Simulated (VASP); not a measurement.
A run of VASP 6.6.1 is set up as follows.

INCAR

```
SYSTEM = GaAs
ALGO = Normal
EDIFF = 1E-6
ENCUT = 520
GGA = PE
GGA_COMPAT = .FALSE.
ISIF = 2
ISMEAR = 0
LASPH = .TRUE.
LCHARG = .TRUE.
LORBIT = 11
LREAL = .FALSE.
LSORBIT = .TRUE.
LVHAR = .TRUE.
LWAVE = .FALSE.
MAGMOM = 0 0 0 0 0 0
NELM = 80
PREC = Accurate
SIGMA = 0.02
```

File KPOINTS:

```
k-points
0
G
  8 8 8
  0 0 0
```

Contents of POSCAR:

```
GaAs
1.0
    0.0000000000      2.8123675000      2.8123675000
    2.8123675000      0.0000000000      2.8123675000
    2.8123675000      2.8123675000      0.0000000000
Ga As
1 1
Direct
    0.0000000000      0.0000000000      0.0000000000
    0.2500000000      0.2500000000      0.2500000000
```

Potentials or basis: VASP PAW PBE potentials, release 64 (Ga_d, As).

Launch:

```sh
$ cat potpaw_PBE.64/Ga_d/POTCAR potpaw_PBE.64/As/POTCAR > POTCAR
$ mpirun -np 1 vasp_ncl > vasp.out
```

Task: Estimate the pressure.

Result: 4.7 GPa.

Task: What does it give for the net moment?

Result: 0.00 μB per cell.

Moments on the atoms (μB; x, y, z):
```
Ga  0.00 0.00 0.00
As  0.00 0.00 0.00
```
